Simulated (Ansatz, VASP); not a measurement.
Two plane-wave programs on Ti

File INCAR:

```
SYSTEM = Ti
  PREC = Accurate
  ENCUT = 520
  EDIFF = 1E-7
  ISMEAR = -1
  SIGMA = 0.1
  LREAL = .False.
  LASPH = .True.
  NELM = 80
  ALGO = Normal
  ISIF = 2
  LWAVE = .False.
  LCHARG = .False.
  GGA = PS
  NBANDS = 12
```

The input KPOINTS:

```
Automatic mesh
0
Gamma
  22 22 22
  0 0 0
```

POSCAR

```
Ti
1.0
    0.0000000000      2.0292640165      2.0292640165
    2.0292640165      0.0000000000      2.0292640165
    2.0292640165      2.0292640165      0.0000000000
Ti
1
Direct
    0.0000000000      0.0000000000      0.0000000000
```

Input for Ansatz:

```yaml
crystal:
  lattice:
    - [0.0, 2.0292640165, 2.0292640165]
    - [2.0292640165, 0.0, 2.0292640165]
    - [2.0292640165, 2.0292640165, 0.0]
  atoms:
    - { symbol: Ti, position: [0.0, 0.0, 0.0] }
hamiltonian:
  xc: pbesol
  pseudopotentials:
    kind: paw
    azcp:
      Ti: "pseudopotentials/Ti.paw.azcp"
basis:
  ecutwfc: 420
  fft_grid_basis: typed
kpoints:
  mp_grid: { grid: [22, 22, 22], shift: [0, 0, 0] }
magnetization:
  spin_polarized: false
scf:
  occupations: { method: fermi_dirac, width: 0.1 }
output:
  stress: true
```

Alike in both runs: task single point; functional PBEsol; k mesh 22 × 22 × 22; occupations fermi-dirac, width 0.1 eV; no spin polarisation.

```csv
,VASP,Ansatz
version,VASP 6.6.1,Ansatz 0.2.0
potentials or method,"VASP PAW PBE potentials, release 64 (Ti_sv)","plane waves (420 eV) with PAW, scalar-relativistic"
plane-wave cutoff (eV),520,420
valence electrons in the cell,12,12
```

VASP gave:

- pressure (GPa): -0.2

Estimate Ansatz's values.

pressure (GPa): 0.1.

The functional is the same, so the differences come from potentials, cutoffs and numerics. Ansatz warned: «pseudo_functional_mismatch».

Caveats: the PAW data sets were made with another functional, which shifts forces and pressure a little (VASP).
